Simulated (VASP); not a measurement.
# NaF (I4mm) in VASP: notebook, part 2 of 2

VASP 6.6.1.

## Step 5: Single point, PBEsol (atom 2 (F) moved by (-0.450, -0.450) A along y and z)

Input file INCAR:

```
PREC = Accurate
ENCUT = 520
EDIFF = 1E-7
ISMEAR = 0
SIGMA = 0.05
LREAL = False
LASPH = True
NELM = 100
ALGO = Normal
ISIF = 2
LWAVE = False
LCHARG = False
GGA = PS
NBANDS = 14
```

Input file KPOINTS:

```
regular mesh
0
Gamma
  8 8 8
```

Input file POSCAR:

```
NaF
1.0
    0.0000000000      2.3233000000      2.3233000000
    2.3233000000      0.0000000000      2.3233000000
    2.3233000000      2.3233000000      0.0000000000
Na F
1 1
Direct
    0.0000000000      0.0000000000      0.0000000000
    0.3063099901      0.5000000000      0.5000000000
```

Potentials or basis: VASP PAW PBE potentials, release 64 (Na_pv, F).

Launch:

```sh
cat potpaw_PBE.64/Na_pv/POTCAR potpaw_PBE.64/F/POTCAR > POTCAR
mpirun -np 1 vasp_std > vasp.out
```

OUTCAR:

```text
PREC = Accurate
   ENCUT = 520
   EDIFF = 1E-7
   ISMEAR = 0
   LREAL = False
   LASPH = True
   NELM = 100
   ISIF = 2
   GGA = PS

 ion  position               nearest neighbor table
   1  0.000  0.000  0.000-   2 1.93   2 1.93
   2  0.306  0.500  0.500-   1 1.93   1 1.93

  LATTYP: Found a face centered cubic cell.
 ALAT       =     4.6466000000

  Lattice vectors:

 A1 = (   0.0000000000,   2.3233000000,   2.3233000000)
 A2 = (   2.3233000000,   0.0000000000,   2.3233000000)
 A3 = (   2.3233000000,   2.3233000000,   0.0000000000)

Analysis of symmetry for initial positions (statically):
=====================================================================
 Subroutine PRICEL returns:
 Original cell was already a primitive cell.

 Routine SETGRP: Setting up the symmetry group for a
 face centered cubic supercell.

 Subroutine GETGRP returns: Found  4 space group operations
 (whereof  4 operations were pure point group operations)
 out of a pool of 48 trial point group operations.

The static configuration has the point symmetry C_2v.

Analysis of symmetry for dynamics (positions and initial velocities):
=====================================================================
 Subroutine PRICEL returns:
 Original cell was already a primitive cell.

 Routine SETGRP: Setting up the symmetry group for a
 face centered cubic supercell.

 Subroutine GETGRP returns: Found  4 space group operations
 (whereof  4 operations were pure point group operations)
 out of a pool of 48 trial point group operations.

The dynamic configuration has the point symmetry C_2v.

 Subroutine INISYM returns: Found  4 space group operations
 (whereof  4 operations are pure point group operations),
 and found     1 'primitive' translations

----------------------------------------------------------------------------------------

                                     Primitive cell

  volume of cell :      25.0811

[... 117 lines left out ...]
   LEPSILON=     F    determine dielectric tensor
   LRPA    =     F    only Hartree local field effects (RPA)
 non-spin polarized calculation
 Gauss-broadening in eV      SIGMA  =   0.05
  energy-cutoff  :      520.00
  volume of cell :       25.08
 maximum number of plane-waves:       692
   NGX = 13   NGY = 13   NGZ = 13

 number of electron      13.9999994 magnetization

 Free energy of the ion-electron system (eV)
  ---------------------------------------------------
  ext. energy  EPLUGINS =         0.00000000
  ---------------------------------------------------
  free energy    TOTEN  =        -8.21418568 eV

  energy without entropy =       -8.21418568  energy(sigma->0) =       -8.21418568

 E-fermi :  -2.0429     XC(G=0):  -9.1818

 val. band max:       -2.2667610051   @ k =   0.0000  -0.1250   0.1250
 cond. band min:       3.7984604206   @ k =   0.0000   0.0000   0.0000
 fundamental gap:      6.0652214257
 Fermi energy:        -2.0428691303

 k-point     1 :       0.0000    0.0000    0.0000
  band No.  band energies     occupation
      1     -21.6764      2.00000
      2     -20.7857      2.00000
      3     -20.7639      2.00000
      4     -20.4278      2.00000
      5      -2.3258      2.00000
      6      -2.3187      2.00000
      7      -2.2958      2.00000
      8       3.7985      0.00000
      9      16.5495      0.00000
     10      17.7376      0.00000
     11      17.9783      0.00000
     12      18.6597      0.00000
     13      21.7560      0.00000
     14      21.8238      0.00000
[... 377 lines left out ...]
      1     -21.9384      2.00000
      2     -20.8478      2.00000
      3     -20.7956      2.00000
      4     -20.0086      2.00000
      5      -3.6318      2.00000
      6      -2.6273      2.00000
      7      -2.4710      2.00000
      8       8.1186      0.00000
      9      10.6237      0.00000
     10      15.4049      0.00000
     11      18.3970      0.00000
     12      20.1921      0.00000
     13      21.2439      0.00000
     14      23.5236      0.00000

 [... further k-points ...]

------------------------ aborting loop because EDIFF is reached ----------------------------------------

  FORCE on cell =-STRESS in cart. coord.  units (eV):
  Direction    XX          YY          ZZ          XY          YZ          ZX
  --------------------------------------------------------------------------------------
  -------------------------------------------------------------------------------------
  Total       -0.4130018      3.0903361      3.0903361      0.0000000     -1.5214636      0.0000000
  in kB      -26.3825445    197.4105795    197.4105795      0.0000000    -97.1910479      0.0000000
  external PRESSURE =     122.8128715 kB  Pullay stress =       0.0000000 kB

 VOLUME and BASIS-vectors are now :
 -----------------------------------------------------------------------------
  energy-cutoff  :      520.00
  volume of cell :       25.08
      direct lattice vectors                 reciprocal lattice vectors
     0.000000000  2.323300000  2.323300000    -0.215211122  0.215211122  0.215211122
     2.323300000  0.000000000  2.323300000     0.215211122 -0.215211122  0.215211122
     2.323300000  2.323300000  0.000000000     0.215211122  0.215211122 -0.215211122

 POSITION                                       TOTAL-FORCE (eV/Angst)
 -----------------------------------------------------------------------------------
      0.00000      0.00000      0.00000         0.000000     -1.434600     -1.434600
      2.32330      1.87330      1.87330        -0.000000      1.434600      1.434600
 -----------------------------------------------------------------------------------
    total drift:                                0.000015     -0.000949     -0.000949

  FREE ENERGIE OF THE ION-ELECTRON SYSTEM (eV)
  ---------------------------------------------------
  free  energy   TOTEN  =        -8.2141856788 eV

  energy  without entropy=       -8.2141856788  energy(sigma->0) =       -8.21418568
```

Wall time 14 s (1 thread of Intel Xeon Platinum 8559C (Emerald Rapids), shared host); peak memory 0.15 GiB.

Results:

```yaml
Free_energy: -8.2142 eV
Pressure: 12.3 GPa
Largest_force: 2.029 eV/Å
Band_gap_on_the_k_mesh: 6.07 eV, indirect (least direct gap 6.09 eV)
```

Forces in eV/Å, atoms in the order of the input:
```
Na   0.000 -1.435 -1.435
F    0.000  1.435  1.435
```

Stress tensor (GPa, compression positive):
```
-2.64  0.00  0.00
 0.00 19.74 -9.72
 0.00 -9.72 19.74
```

Caveat: the PAW data sets were made with another functional, which shifts forces and pressure a little.

## Step 6: Summary

| cell | gap on the mesh (eV) | pressure (GPa) | largest force (eV/Å) |
| --- | --- | --- | --- |
| atom 2 (F) moved by (-0.450, +0.000) A along y and z | 6.08 | 7.7 | 2.54 |
| atom 2 (F) moved by (-0.225, +0.000) A along y and z | 6.12 | 1.0 | 0.66 |
| atom 2 (F) moved by (-0.225, -0.225) A along y and z | 6.12 | 2.5 | 0.79 |
| atom 2 (F) moved by (-0.450, -0.450) A along y and z | 6.07 | 12.3 | 2.03 |

Alike in all rows: task single point; level PBEsol; potentials or basis VASP PAW PBE potentials, release 64 (Na_pv, F); no spin polarisation; k mesh 8 × 8 × 8; cutoff (eV) 520; smearing gaussian 0.05 eV.

Caveats: the PAW data sets were made with another functional, which shifts forces and pressure a little.

Absolute energies hang on the potentials; compare differences alone.
